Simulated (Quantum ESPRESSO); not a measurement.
The system is TiAl.

```
Ti Al
1.0
     3.17906    0.00000    0.00000
     0.00000    3.17906    0.00000
     0.00000    0.00000    3.17906
Ti Al
1 1
Cartesian
  0.0000 0.0000 0.0000
  1.5895 1.5895 1.5895
```

The cell comes from a database or a generator and needn't be the stable form of this composition.

- Program: Quantum ESPRESSO 7.5
- Task: single point
- Functional: PBEsol
- Potentials or basis: GBRV 1.5 PBEsol
- Cutoff: 612 eV
- Density cutoff: 4898 eV
- k mesh: 8 × 8 × 8
- Occupations: fermi-dirac, width 0.05 eV
- Spin: no spin polarisation

On this cell: pressure -2.5 GPa; largest force zero by symmetry; band gap on the k mesh none (metal or under the smearing width).

The same run follows on a disturbed copy (atoms moved at random, drawn with an rms of 0.05 Å):

```
Ti Al
1.0
     3.17906    0.00000    0.00000
     0.00000    3.17906    0.00000
     0.00000    0.00000    3.17906
Ti Al
1 1
Direct
  0.99886 0.00758 0.00170
  0.50931 0.50647 0.50062
```

What does the disturbed cell give?

The energy (extrapolated to zero smearing) moves by +1.7 meV/atom; pressure -2.4 GPa; largest force 0.208 eV/Å; band gap on the k mesh none (metal or under the smearing width).

Forces in eV/Å, atoms in the order of the input:
```
Ti   0.206 -0.022 -0.021
Al  -0.206  0.022  0.021
```
